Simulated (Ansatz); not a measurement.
# La2O3: the cost of one run

Computed with Ansatz 0.2.0 (DFT PBEsol, scalar-relativistic, unless a step's input says otherwise).

### 1 The structure to begin with

It takes space group P321 (No. 150, trigonal). Conventional cell: a = 3.930 Å, b = 3.930 Å, c = 6.120 Å, α = 90.00°, β = 90.00°, γ = 120.00°. Around La (site symmetry 3) lie 3 O at 2.14 Å. O (site symmetry 2) is surrounded by 2 O at 1.70 Å and 2 La at 2.14 Å.

Structure file:

```
CELL_PARAMETERS angstrom
3.93000 0.00000 0.00000
-1.96500 3.40348 0.00000
0.00000 0.00000 6.12000
ATOMIC_POSITIONS crystal
La 0.33333 0.66667 0.25000
La 0.66667 0.33333 0.75000
O 0.25000 0.25000 0.00000
O 0.75000 0.00000 0.00000
O 0.00000 0.75000 0.00000
```

Atoms are numbered in the order of the input: La1, La2, O3, O4, O5.

### 2 The deformed structure

Space group P321 before, P1 after.

### 3 LAPW, all electrons

Contents of input.yaml:

```yaml
crystal:
  lattice:
    - [3.9300000706, -0.0196500004, -0.0196500004]
    - [-1.9820174348, 3.4133048982, -0.0071923993]
    - [-0.0306, -0.0306, 6.12]
  atoms:
    - { symbol: La, position: [0.3333333333, 0.6666666667, 0.25] }
    - { symbol: La, position: [0.6666666667, 0.3333333333, 0.75] }
    - { symbol: O, position: [0.25, 0.25, 0.0] }
    - { symbol: O, position: [0.75, 0.0, 0.0] }
    - { symbol: O, position: [0.0, 0.75, 0.0] }
kpoints:
  mp_grid: { grid: [6, 6, 4] }
  band_path:
    path:
      - [0.0, 0.0, 0.0]
      - [0.0, 0.0, 0.5]
      - [-0.5, 0.5, 0.0]
      - [0.0, 0.0, 0.0]
      - [0.0, -0.5, 0.0]
      - [-0.5, 0.0, 0.5]
      - [0.0, 0.0, 0.0]
      - [-0.5, 0.0, 0.0]
      - [0.0, -0.5, 0.5]
    npoints: 5
scf:
  occupations: { method: fermi_dirac, width: 0.02 }
hamiltonian:
  xc: pbesol
  pseudopotentials: { kind: all_electron, lapw: { basis_error: 0.001 } }
output:
  forces: true
  stress: true
  eigenvalues: true
```

Run with:

```
ansatz run input.yaml --threads 2 --pin off --max-ram 8192MiB --backend cpu --events-out ev --progress --plain --runs-dir out
```

Q: Estimate wall time and peak memory on 2 threads of Arm Neoverse V2, shared host.

About 3.9 min, with a peak of 0.95 GiB.
